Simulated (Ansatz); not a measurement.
**SnO2: do the settings matter for the field gradients?**

Cell: a computed structure from the Materials Project (it need not be an observed phase), atoms as given.

```cif
data_SnO2
_symmetry_space_group_name_H-M 'I4/m'
_symmetry_Int_Tables_number 87
_cell_length_a 10.7466
_cell_length_b 10.7466
_cell_length_c 3.2325
_cell_angle_alpha 90.000
_cell_angle_beta 90.000
_cell_angle_gamma 90.000
loop_
_atom_site_label
_atom_site_type_symbol
_atom_site_symmetry_multiplicity
_atom_site_Wyckoff_symbol
_atom_site_fract_x
_atom_site_fract_y
_atom_site_fract_z
Sn Sn 8 h 0.1689 0.3511 0.0000
O5 O 8 h 0.9570 0.6610 0.5000
O9 O 8 h 0.7944 0.8451 0.0000
```

One atom of each set is listed; the run and its k-mesh use a cell of 12 atoms with edges of 7.77, 7.77, 7.77 Å.

Reference run. Computed with Ansatz: DFT, PBE, plane waves and PAW (field gradients read without the response of the frozen cores, which leaves them typically 4 to 6 % off), scalar-relativistic, 420 eV cutoff, Γ-centred 8×8×8 k-points, Fermi–Dirac smearing 0.02 eV.

Task: The input is changed as follows: `hamiltonian.xc`: pbe → lda. What happens to V_zz (10²¹ V/m²) and η?

Result: 

| site | V_zz reference | η reference | V_zz changed | η changed |
| --- | --- | --- | --- | --- |
| Sn | 6.88 | 0.41 | 6.87 | 0.41 |
| O5 | -11.55 | 0.15 | -11.51 | 0.14 |
| O9 | -6.16 | 0.07 | -6.37 | 0.07 |

The largest change of V_zz is on O9, from -6.16 to -6.37. In per cent, |V_zz| changes by 0 on Sn, 0 to +3 on O (all sites that start above 0.5). At these positions the changed run has forces up to 0.9 eV/Å, so its atoms aren't at their own equilibrium. Its pressure is -8 GPa, against 0 GPa in the reference run. SCF iterations: 7 and 8. New warnings: pseudo functional mismatch.

On the reference run: The largest force is 0.3 eV/Å, so the atoms aren't at the calculated equilibrium and relaxing them would move these values. Without spin–orbit coupling (the program notes it for Sn) the gradients are little affected as a rule: paired runs on crystals with a gap mostly move them by under 2 % at such atoms.
